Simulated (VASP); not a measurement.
# Cs (I4/mmm) in VASP: a series of runs

Runs on Cs. Level: PBE. Tasks: single point, relaxation of cell and atoms.

Everything below comes from runs of VASP 6.6.1. Logs are shortened: lines on timing, memory, paths and dates and some standing lists are left out, and cuts for length are marked.

### Step 1. The crystal as given

It takes space group I4/mmm (No. 139, tetragonal). Conventional cell: a = 5.411 Å, b = 5.411 Å, c = 7.980 Å, α = 90.00°, β = 90.00°, γ = 90.00°.

This isn't the form of Cs at room conditions, which is bcc.

### Step 2. Single point, PBE

The input, INCAR:

```
SYSTEM = Cs
  PREC = Accurate
  ENCUT = 520
  EDIFF = 1E-6
  ISMEAR = 0
  SIGMA = 0.1
  LREAL = .False.
  LASPH = .True.
  NELM = 80
  ALGO = Fast
  ISIF = 2
  LWAVE = .False.
  LCHARG = .True.
  GGA = PE
  LELF = .True.
  LVHAR = .True.
  NBANDS = 10
```

The input, KPOINTS:

```
Automatic mesh
0
Gamma
  12 12 12
  0 0 0
```

The input, POSCAR:

```
Cs
1.0
   -2.7055156357      2.7055156357      3.9897507163
    2.7055156357     -2.7055156357      3.9897507163
    2.7055156357      2.7055156357     -3.9897507163
Cs
1
Direct
    0.0000000000      0.0000000000      0.0000000000
```

Potentials or basis: VASP PAW PBE potentials, release 64 (Cs_sv).

The run is started by

```console
cat potpaw_PBE.64/Cs_sv/POTCAR > POTCAR
mpirun -np 1 vasp_std > vasp.out
```

OUTCAR:

```text
SYSTEM = Cs
   PREC = Accurate
   ENCUT = 520
   EDIFF = 1E-6
   ISMEAR = 0
   LREAL = .False.
   LASPH = .True.
   NELM = 80
   ISIF = 2
   GGA = PE

 ion  position               nearest neighbor table
   1  0.000  0.000  0.000-

  LATTYP: Found a body centered tetragonal cell.
 ALAT       =     5.4110312714
 C/A-ratio  =     1.4746729472

  Lattice vectors:

 A1 = (  -2.7055156357,   2.7055156357,   3.9897507163)
 A2 = (   2.7055156357,  -2.7055156357,   3.9897507163)
 A3 = (   2.7055156357,   2.7055156357,  -3.9897507163)

Analysis of symmetry for initial positions (statically):
=====================================================================
 Subroutine PRICEL returns:
 Original cell was already a primitive cell.

 Routine SETGRP: Setting up the symmetry group for a
 body centered tetragonal supercell.

 Subroutine GETGRP returns: Found 16 space group operations
 (whereof 16 operations were pure point group operations)
 out of a pool of 16 trial point group operations.

The static configuration has the point symmetry D_4h.

Analysis of symmetry for dynamics (positions and initial velocities):
=====================================================================
 Subroutine PRICEL returns:
 Original cell was already a primitive cell.

 Routine SETGRP: Setting up the symmetry group for a
 body centered tetragonal supercell.

 Subroutine GETGRP returns: Found 16 space group operations
 (whereof 16 operations were pure point group operations)
 out of a pool of 16 trial point group operations.

The dynamic configuration has the point symmetry D_4h.

 Subroutine INISYM returns: Found 16 space group operations
 (whereof 16 operations are pure point group operations),
 and found     1 'primitive' translations

----------------------------------------------------------------------------------------

                                     Primitive cell

  volume of cell :     116.8169

  direct lattice vectors                    reciprocal lattice vectors
    -2.705515636  2.705515636  3.989750716     0.000000000  0.184807655  0.125321113
     2.705515636 -2.705515636  3.989750716     0.184807655  0.000000000  0.125321113
     2.705515636  2.705515636 -3.989750716     0.184807655  0.184807655  0.000000000

  length of vectors
     5.527905615  5.527905615  5.527905615     0.223291851  0.223291851  0.261357492

  position of ions in fractional coordinates (direct lattice)
     0.000000000  0.000000000  0.000000000

  ion indices of the primitive-cell ions
   primitive index   ion index
                 1           1

----------------------------------------------------------------------------------------

 KPOINTS: Automatic mesh

Automatic generation of k-mesh.
 Grid dimensions read from file:
 generate k-points for:   12   12   12

 Generating k-lattice:

  Cartesian coordinates                     Fractional coordinates (reciprocal lattice)
     0.000000000  0.015400638  0.010443426     0.083333333  0.000000000  0.000000000
     0.015400638  0.000000000  0.010443426     0.000000000  0.083333333  0.000000000
     0.015400638  0.015400638  0.000000000     0.000000000  0.000000000  0.083333333

  Length of vectors
     0.018607654  0.018607654  0.021779791

  Shift w.r.t. Gamma in fractional coordinates (k-lattice)
     0.000000000  0.000000000  0.000000000

 Subroutine IBZKPT returns following result:
 ===========================================

 Found    163 irreducible k-points:

 Following reciprocal coordinates:
            Coordinates               Weight
  0.000000  0.000000  0.000000      1.000000
  0.083333  0.000000  0.000000      8.000000
  0.166667 -0.000000  0.000000      8.000000
  0.250000  0.000000  0.000000      8.000000
  0.333333  0.000000 -0.000000      8.000000
  0.416667 -0.000000  0.000000      8.000000
[... 16 lines left out ...]
  0.500000  0.166667  0.000000     16.000000
 -0.416667  0.166667  0.000000     16.000000
 [... further k-points ...]
   k-points           NKPTS =    163   k-points in BZ     NKDIM =    163   number of bands    NBANDS=     10
   number of dos      NEDOS =    301   number of ions     NIONS =      1
   total plane-waves  NPLWV =  74088
   dimension x,y,z NGX =    42 NGY =   42 NGZ =   42
   dimension x,y,z NGXF=    84 NGYF=   84 NGZF=   84
   ions per type =               1
   NGX,Y,Z   is equivalent  to a cutoff of  12.63, 12.63, 12.63 a.u.
   NGXF,Y,Z  is equivalent  to a cutoff of  25.26, 25.26, 25.26 a.u.
 SYSTEM =  Cs
   PREC   = accura    normal or accurate (medium, high low for compatibility)
   ISTART =      0    job   : 0-new  1-cont  2-samecut
   ICHARG =      2    charge: 1-file 2-atom 10-const
   ISPIN  =      1    spin polarized calculation?
   LNONCOLLINEAR =      F non collinear calculations
   LSORBIT =      F    spin-orbit coupling
   LASPH  =      T    aspherical Exc in radial PAW
   ENCUT  =  520.0 eV  38.22 Ry    6.18 a.u.  10.28 10.28 10.28*2*pi/ulx,y,z
   NELM   =     80;   NELMIN=  2; NELMDL= -5     # of ELM steps
   EDIFF  = 0.1E-05   stopping-criterion for ELM
   LREAL  =      F    real-space projection
[... 7 lines left out ...]
   TEBEG  =    0.0;   TEEND  =   0.0 temperature during run
   PSTRESS=    0.0 pullay stress
   NELECT =       9.0000    total number of electrons
   NUPDOWN=      -1.0000    fix difference up-down
   EMIN   =  10.00;   EMAX   =-10.00  energy-range for DOS
   EFERMI =   0.00;   METHOD = LEGACY
   ISMEAR =     0;   SIGMA  =   0.10  broadening in eV -4-tet -1-fermi 0-gaus
   EFERMI_NEDOS =   21; number of points for ismear=-14 and -15
   IALGO  =     68    algorithm
   IMIX   =      4    mixing-type and parameters
     AMIX     =   0.40;   BMIX     =  1.00
     AMIX_MAG =   1.60;   BMIX_MAG =  1.00
  volume/ion in A,a.u.               =     116.82       788.32
  Fermi-wavevector in a.u.,A,eV,Ry     =   0.696606  1.316394  6.602357  0.485260
  Thomas-Fermi vector in A             =   1.779703
   LORBIT       =      0    0 simple, 1 ext, 2 COOP (PROOUT), +10 PAW based schemes
   GGA     = PE    functional components
   LHFCALC =     F    Hartree Fock is set to
   AEXX    =    0.0000 exact exchange contribution
   IVDW    =     0    specifies the selected vdW correction
   LEPSILON=     F    determine dielectric tensor
   LRPA    =     F    only Hartree local field effects (RPA)
 non-spin polarized calculation
 RMM-DIIS sequential band-by-band and
 Gauss-broadening in eV      SIGMA  =   0.10
  energy-cutoff  :      520.00
  volume of cell :      116.82
 maximum number of plane-waves:      3165
 NGX is ok and might be reduce to    42
   NGX = 21   NGY = 21   NGZ = 21

 number of electron       8.9999999 magnetization

 Free energy of the ion-electron system (eV)
  ---------------------------------------------------
  ext. energy  EPLUGINS =         0.00000000
  ---------------------------------------------------
  free energy    TOTEN  =        -0.85411227 eV

  energy without entropy =       -0.84750636  energy(sigma->0) =       -0.85080932

 E-fermi :   0.4068     XC(G=0):  -5.3670

 val. band max:        0.3908446273   @ k =   0.5000   0.0000   0.0000
 cond. band min:       0.4159537077   @ k =   0.5000   0.1667   0.0833
 fundamental gap:      0.0251090803
 Fermi energy:         0.4068490222

 k-point     1 :       0.0000    0.0000    0.0000
  band No.  band energies     occupation
      1     -23.4459      2.00000
      2     -10.1938      2.00000
      3     -10.1924      2.00000
      4     -10.1924      2.00000
      5      -1.2479      2.00000
      6       2.7681      0.00000
      7       2.9040      0.00000
      8       2.9040      0.00000
      9       3.7818      0.00000
     10       4.0517      0.00000

 k-point     2 :       0.0833    0.0000    0.0000
  band No.  band energies     occupation
      1     -23.4455      2.00000
      2     -10.2018      2.00000
      3     -10.1948      2.00000
      4     -10.1933      2.00000
      5      -1.1762      2.00000
      6       2.6975      0.00000
      7       2.8630      0.00000
      8       2.9402      0.00000
      9       3.7266      0.00000
     10       3.9755      0.00000

 k-point     3 :       0.1667   -0.0000    0.0000
  band No.  band energies     occupation
      1     -23.4445      2.00000
      2     -10.2259      2.00000
      3     -10.1988      2.00000
      4     -10.1959      2.00000
      5      -0.9679      2.00000
      6       2.3954      0.00000
      7       2.8944      0.00000
      8       3.0154      0.00000
      9       3.6649      0.00000
     10       3.8492      0.00000

 k-point     4 :       0.2500    0.0000    0.0000
  band No.  band energies     occupation
      1     -23.4431      2.00000
      2     -10.2584      2.00000
      3     -10.2041      2.00000
      4     -10.1993      2.00000
      5      -0.6439      2.00000
      6       2.0353      0.00000
      7       2.8553      0.00000
      8       3.0233      0.00000
      9       3.7876      0.00000
     10       3.8788      0.00000
[... 222 lines left out ...]
 k-point    22 :       0.4167    0.1667    0.0000
  band No.  band energies     occupation
      1     -23.4397      2.00000
      2     -10.3097      2.00000
      3     -10.2326      2.00000
      4     -10.2174      2.00000
      5       0.6153      0.00320
      6       1.1975      0.00000
      7       2.2911      0.00000
      8       2.8855      0.00000
      9       4.2706      0.00000
     10       4.4288      0.00000

 k-point    23 :       0.5000    0.1667    0.0000
  band No.  band energies     occupation
      1     -23.4397      2.00000
      2     -10.3098      2.00000
      3     -10.2283      2.00000
      4     -10.2199      2.00000
      5       0.5348      0.07045
      6       1.2472      0.00000
      7       2.3207      0.00000
      8       2.9068      0.00000
      9       4.1238      0.00000
     10       4.7368      0.00000

 k-point    24 :      -0.4167    0.1667    0.0000
  band No.  band energies     occupation
      1     -23.4404      2.00000
      2     -10.2967      2.00000
      3     -10.2218      2.00000
      4     -10.2196      2.00000
      5       0.1334      1.99989
      6       1.5521      0.00000
      7       2.3836      0.00000
      8       2.9756      0.00000
      9       3.8923      0.00000
     10       4.6371      0.00000

 [... further k-points ...]
[... 5 lines left out ...]
  --------------------------------------------------------------------------------------
  -------------------------------------------------------------------------------------
  Total        0.0027981      0.0027981     -0.0152093      0.0000000      0.0000000      0.0000000
  in kB        0.0383762      0.0383762     -0.2085994      0.0000000      0.0000000      0.0000000
  external PRESSURE =      -0.0439490 kB  Pullay stress =       0.0000000 kB

 VOLUME and BASIS-vectors are now :
 -----------------------------------------------------------------------------
  energy-cutoff  :      520.00
  volume of cell :      116.82
      direct lattice vectors                 reciprocal lattice vectors
    -2.705515636  2.705515636  3.989750716     0.000000000  0.184807655  0.125321113
     2.705515636 -2.705515636  3.989750716     0.184807655  0.000000000  0.125321113
     2.705515636  2.705515636 -3.989750716     0.184807655  0.184807655  0.000000000

 POSITION                                       TOTAL-FORCE (eV/Angst)
 -----------------------------------------------------------------------------------
      0.00000      0.00000      0.00000         0.000000     -0.000000      0.000000
 -----------------------------------------------------------------------------------
    total drift:                                0.000000      0.000000      0.000000

  FREE ENERGIE OF THE ION-ELECTRON SYSTEM (eV)
  ---------------------------------------------------
  free  energy   TOTEN  =        -0.8541122697 eV

  energy  without entropy=       -0.8475063646  energy(sigma->0) =       -0.85080932
```

Wall time 92 s (1 thread of AMD EPYC 9R45 (Zen 5), shared host); peak memory 0.33 GiB.

Results:

```
Free energy            : -0.8541 eV
Pressure               : 0.0 GPa
Band gap on the k mesh : none (metal or under the smearing width)
```

The run has no spin-orbit coupling, so splittings on Cs are missing.

(Continued in part 2 of 2.)
